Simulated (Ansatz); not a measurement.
Relaxed BaSnO₃ (cubic perovskite):

```xyz
5
Lattice="4.1762 0.0000 0.0000 0.0000 4.1762 0.0000 0.0000 0.0000 4.1762" Properties=species:S:1:pos:R:3 pbc="T T T"
Ba     0.0000     0.0000     0.0000
Sn     2.0881     2.0881     2.0881
O      0.0000     2.0881     2.0881
O      2.0881     2.0881     0.0000
O      2.0881     0.0000     2.0881
```

Scan: atom 5 (O, nearest neighbour Sn at 2.088 Å; its periodic images, 4.2 Å or more away, move with it) is displaced along Cartesian [110], direction (0.707, 0.707, 0.000) in Cartesian axes, by s. The other atoms stay.

Computed with PBE (plane waves to 420 eV, PAW, scalar-relativistic; Ansatz, an electronic-structure program). k mesh 7×7×7 (Γ-centred), Fermi-Dirac smearing 0.05 eV. The energy includes the smearing's −TS. BaSnO3 was relaxed with its symmetry unable to fall. The PAW data are Ansatz's earlier set. ΔE is measured from the undisplaced structure.

```
s (Å)   ΔE (meV/cell)
------  -------------
-0.210          223.8
-0.168          141.8
-0.126       withheld
-0.084           34.9
-0.042            8.7
0.000             0.0
0.042             8.7
0.084            34.9
0.126        withheld
0.168           141.8
0.210           223.8
```

**Question.** Fit an even polynomial form (powers 2, 4) to the given rows and predict ΔE at s = 0.126.

**Answer.** Least squares on the 9 given rows: ΔE = (4930)·s² + (3283)·s⁴, in meV/cell with s in Å; root-mean-square residual 0.03 meV/cell. At 0.126 the fit gives 79.1 meV/cell; the calculation gives 79.1 meV/cell, the same to the digits shown. The quadratic term alone would give 78.3 meV/cell.

(A displaced cell: forces are minus the slopes of the energy, force constants its curvatures, and phonons follow from these.)
